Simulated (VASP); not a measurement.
PbS:

```
CELL_PARAMETERS angstrom
0.00000 2.98809 2.98809
2.98809 0.00000 2.98809
2.98809 2.98809 0.00000
ATOMIC_POSITIONS crystal
Pb 0.50000 0.50000 0.50000
S 0.00000 0.00000 0.00000
```

The cell is a database's computed one.

| Quantity | Value |
| --- | --- |
| Program | VASP 6.6.1 |
| Task | relaxation of cell and atoms |
| Functional | PBE |
| Dispersion | D3(BJ) |
| Potentials or basis | VASP PAW PBE potentials, release 64 (Pb_d, S) |
| Cutoff | 600 eV |
| k mesh | 10 × 10 × 10 |
| Occupations | gaussian, width 0.02 eV |
| Spin | no spin polarisation |

At the start: pressure -1.2 GPa; volume 26.68 Å³/atom.

Q: Where does the relaxation end?

A: Over 3 steps the energy falls by 2.1 meV/atom and the volume is 26.11 Å³/atom (-2.1 %); space group Fm-3m (No. 225, to 0.05 Å).

The path:
```
step  energy change (eV)  largest force (eV/Å)  pressure (GPa)  volume (Å³)
   1              0.0000                0.0000           -1.17        53.36
   2             -0.0038                0.0000            0.42        51.86
   3             -0.0042                0.0000            0.00        52.23
```

Final structure:
```xyz
2
Lattice="0.0000 2.9668 2.9668 2.9668 0.0000 2.9668 2.9668 2.9668 0.0000" Properties=species:S:1:pos:R:3 pbc="T T T"
Pb    2.9668    2.9668    2.9668
S     0.0000    0.0000    0.0000
```
